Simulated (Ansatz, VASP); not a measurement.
**One calculation of ZnS, two programs**

```
Zn S
1.0
     3.82120    0.00000    0.00000
    -1.91060    3.30926    0.00000
     0.00000    0.00000    6.24000
Zn S
2 2
Direct
  0.00000 0.00000 0.00000
  0.33333 0.66667 0.50000
  0.00000 0.00000 0.37500
  0.33333 0.66667 0.87500
```

The cell was built by a generator and needn't be a form met in nature.

Alike in both runs: task relaxation of cell and atoms; functional PBE; k mesh 12 × 12 × 6; occupations gaussian, width 0.02 eV; no spin polarisation.

```csv
,VASP,Ansatz
version,VASP 6.6.1,Ansatz 0.2.0
potentials or method,"VASP PAW PBE potentials, release 64 (Zn, S)","scalar-relativistic, plane waves, PAW"
plane-wave cutoff (eV),600,420
valence electrons in the cell,36,36
```

```csv
,VASP,Ansatz,Ansatz less VASP
"gap on the k mesh at the Fermi level, each at its own relaxed structure (eV)",2.07,2.08,+0.006
relaxed volume (Å³/atom),20.23,20.18,-0.048
relaxed cell length with the largest relative difference (Å),3.848,3.845,-0.0035
energy change over the relaxation (meV/atom),-3,-2,+0.4
```

A k mesh can miss the band edges. Expect the measured gap to be larger: semilocal functionals such as PBE lack the derivative discontinuity.
